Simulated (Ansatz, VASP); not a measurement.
## Two plane-wave programs on BN

```
B N
1.0
     2.52184    0.00000    0.00000
    -1.26092    2.18397    0.00000
     0.00000    0.00000    4.17416
B N
2 2
Direct
  0.66667 0.33333 0.99969
  0.33333 0.66667 0.49969
  0.66667 0.33333 0.62531
  0.33333 0.66667 0.12531
```

Measurements of this composition are mostly on another form, of space group No. 194.

Alike in both runs: task relaxation of cell and atoms; functional LDA; k mesh 12 × 12 × 6; occupations gaussian, width 0.02 eV; no spin polarisation.

|  | VASP | Ansatz |
| --- | --- | --- |
| version | VASP 6.6.1 | Ansatz 0.2.0 |
| potentials or method | VASP PAW LDA potentials, release 64 (B, N) | scalar-relativistic, plane waves, PAW |
| plane-wave cutoff (eV) | 600 | 600 |
| valence electrons in the cell | 16 | 16 |

```tsv
	VASP	Ansatz	Ansatz less VASP
gap on the k mesh at the Fermi level, each at its own relaxed structure (eV)	4.91	4.93	+0.018
relaxed volume (Å³/atom)	5.77	5.75	-0.013
relaxed cell length with the largest relative difference (Å)	2.525	2.523	-0.0019
```

Ansatz warned: «pseudo_functional_mismatch».

A k mesh can miss the band edges.
